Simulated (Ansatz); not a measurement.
# HW6C6: the cost of one run

Program: Ansatz 0.2.0. Level of theory: DFT LDA, plane waves, PAW, scalar-relativistic, no spin polarisation. These are calculated values, not measurements.

The COD cell was measured well above room temperature, so it is larger than a cold one.

**1. The structure to begin with**

The cell holds 26 atoms (C12H2W12): a = 5.681 Å, b = 5.681 Å, c = 20.973 Å, α = 90.00°, β = 90.00°, γ = 120.00°.

As a file:

```xyz
26
Lattice="5.6815 0.0000 0.0000 -2.8407 4.9203 0.0000 0.0000 0.0000 20.9733" Properties=species:S:1:pos:R:3 pbc="T T T"
W     0.0000    0.0000    1.0000
C     1.4204    0.8201    2.3947
W     0.0000    0.0000    3.7893
C     1.4204    0.8201    5.1840
W     0.0000    0.0000    6.5786
C     1.4204    0.8201    7.9733
W    -1.4204    2.4602    1.0000
C     0.0000    3.2802    2.3947
W    -1.4204    2.4602    3.7893
C     0.0000    3.2802    5.1840
W    -1.4204    2.4602    6.5786
C     0.0000    3.2802    7.9733
W     2.8407    0.0000    1.0000
C     4.2611    0.8201    2.3947
W     2.8407    0.0000    3.7893
C     4.2611    0.8201    5.1840
W     2.8407    0.0000    6.5786
C     4.2611    0.8201    7.9733
W     1.4204    2.4602    1.0000
C     2.8407    3.2802    2.3947
W     1.4204    2.4602    3.7893
C     2.8407    3.2802    5.1840
W     1.4204    2.4602    6.5786
C     2.8407    3.2802    7.9733
H    -0.6243    4.5236   11.3472
H    -1.3919    4.3853   11.3472
```

**2. Dynamics**

320 steps of 0.75 fs at constant energy.

input.yaml

```yaml
accuracy: low
crystal:
  lattice:
    - [5.6815, 0.0, 0.0]
    - [-2.84075, 4.920323, 0.0]
    - [0.0, 0.0, 20.973275]
  atoms:
    - { symbol: W, position: [0.0, 0.0, 0.0476797] }
    - { symbol: C, position: [0.3333333, 0.1666667, 0.1141765] }
    - { symbol: W, position: [0.0, 0.0, 0.1806733] }
    - { symbol: C, position: [0.3333333, 0.1666667, 0.24717] }
    - { symbol: W, position: [0.0, 0.0, 0.3136668] }
    - { symbol: C, position: [0.3333333, 0.1666667, 0.3801636] }
    - { symbol: W, position: [0.0, 0.5, 0.0476797] }
    - { symbol: C, position: [0.3333333, 0.6666667, 0.1141765] }
    - { symbol: W, position: [0.0, 0.5, 0.1806733] }
    - { symbol: C, position: [0.3333333, 0.6666667, 0.24717] }
    - { symbol: W, position: [0.0, 0.5, 0.3136668] }
    - { symbol: C, position: [0.3333333, 0.6666667, 0.3801636] }
    - { symbol: W, position: [0.5, 0.0, 0.0476797] }
    - { symbol: C, position: [0.8333333, 0.1666667, 0.1141765] }
    - { symbol: W, position: [0.5, 0.0, 0.1806733] }
    - { symbol: C, position: [0.8333333, 0.1666667, 0.24717] }
    - { symbol: W, position: [0.5, 0.0, 0.3136668] }
    - { symbol: C, position: [0.8333333, 0.1666667, 0.3801636] }
    - { symbol: W, position: [0.5, 0.5, 0.0476797] }
    - { symbol: C, position: [0.8333333, 0.6666667, 0.1141765] }
    - { symbol: W, position: [0.5, 0.5, 0.1806733] }
    - { symbol: C, position: [0.8333333, 0.6666667, 0.24717] }
    - { symbol: W, position: [0.5, 0.5, 0.3136668] }
    - { symbol: C, position: [0.8333333, 0.6666667, 0.3801636] }
    - { symbol: H, position: [0.3498028, 0.9193712, 0.5410337] }
    - { symbol: H, position: [0.200639, 0.8912707, 0.5410337] }
basis:
  ecutwfc: 420.0
kpoints:
  mp_grid: { grid: [2, 2, 1] }
hamiltonian:
  xc: lda
  pseudopotentials: { kind: paw, azcp: { folder: soft_1 } }
scf:
  occupations: { method: fermi_dirac, width: 0.1 }
  lower_state_search: "off"
md:
  timestep: 0.75
  n_steps: 320
  ensemble: nve
  initial_velocities: zero
  seed: 711456
  initial_site_velocities:
    - { site: 24, velocity: [0.0, 0.0, -0.437538] }
    - { site: 25, velocity: [0.0, 0.0, -0.437538] }
  constraints: [{ sites: [0, 1, 6, 7, 12, 13, 18, 19] }]
```

Started as:

```console
ansatz run input.yaml --threads 2 --pin off --max-ram 5120MiB --backend cpu --events-out ev --progress --plain --runs-dir out
```

**Question.** How long does this run take on 2 threads of Arm Neoverse V2, shared host, and how much memory does it need?

About 55 min, with a peak of 1.3 GiB.
